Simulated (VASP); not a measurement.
# Cd: single point with PBEsol

The system is Cd.

```xyz
4
Lattice="2.9411 -1.9439 0.0000 2.9411 1.9439 0.0000 0.0000 0.0000 7.9295" Properties=species:S:1:pos:R:3 pbc="T T T"
Cd    2.9411   -1.3607    0.9277
Cd    2.9411   -0.5832    4.8925
Cd    2.9411    1.3607    7.0017
Cd    2.9411    0.5832    3.0370
```

The cell was built by a generator and needn't be a form met in nature.

* Program: VASP 6.6.1
* Task: single point
* Functional: PBEsol
* Potentials or basis: VASP PAW PBE potentials, release 64 (Cd)
* Cutoff: 520 eV
* k mesh: 6 × 6 × 2
* Occupations: gaussian, width 0.1 eV
* Spin: no spin polarisation
* Dipole correction: no
* Further INCAR settings: ALGO = Normal; EDIFF = 1e-06; NBANDS = 32

```json
{
 "Pressure": "18.4 GPa",
 "Largest force": "7.553 eV/Å",
 "Band gap on the k mesh": "none (metal or under the smearing width)"
}
```

Forces in eV/Å, atoms in the order of the input:
```
Cd   0.000  4.148  6.312
Cd   0.000 -4.148  6.312
Cd   0.000 -4.148 -6.312
Cd   0.000  4.148 -6.312
```

Stress tensor (GPa, compression positive):
```
-2.93  0.00  0.00
 0.00 14.04  0.00
 0.00  0.00 44.08
```

Levels at points of the mesh, in eV from the Fermi level:
| k point | band 21 | band 22 | band 23 | band 24 | band 25 | band 26 | band 27 | band 28 |
| --- | --- | --- | --- | --- | --- | --- | --- | --- |
| (0.00, 0.00, 0.00) | -7.38 | -5.91 | -5.45 | 1.25 | 4.32 | 6.07 | 7.19 | 7.79 |
| (0.50, 0.00, 0.00) | -4.19 | -4.19 | -1.82 | -1.82 | -0.81 | -0.81 | 5.27 | 5.27 |
| (0.50, 0.50, 0.00) | -3.50 | -2.81 | -1.71 | -1.32 | 0.32 | 0.88 | 2.61 | 3.14 |
| (0.00, 0.00, 0.50) | -7.66 | -7.66 | -2.21 | -2.21 | 6.43 | 6.43 | 8.03 | 8.03 |
| (0.50, 0.00, 0.50) | -3.75 | -3.75 | -3.29 | -3.29 | 1.71 | 1.71 | 2.76 | 2.76 |
| (0.50, 0.50, 0.50) | -3.07 | -3.07 | -1.83 | -1.83 | 1.48 | 1.48 | 2.91 | 2.91 |

Wall time 39 s on 1 thread of Intel(R) Xeon(R) Platinum 8488C (Sapphire Rapids), with other jobs on the host, peak memory 0.22 GiB.

Caveat: the k mesh is coarse (spacing up to 0.40 Å⁻¹), so the values aren't converged; so large a pressure means that the cell lies far from this level's equilibrium, or that cutoff or potentials fall short; the potentials were made for another functional, which shifts forces and pressure.
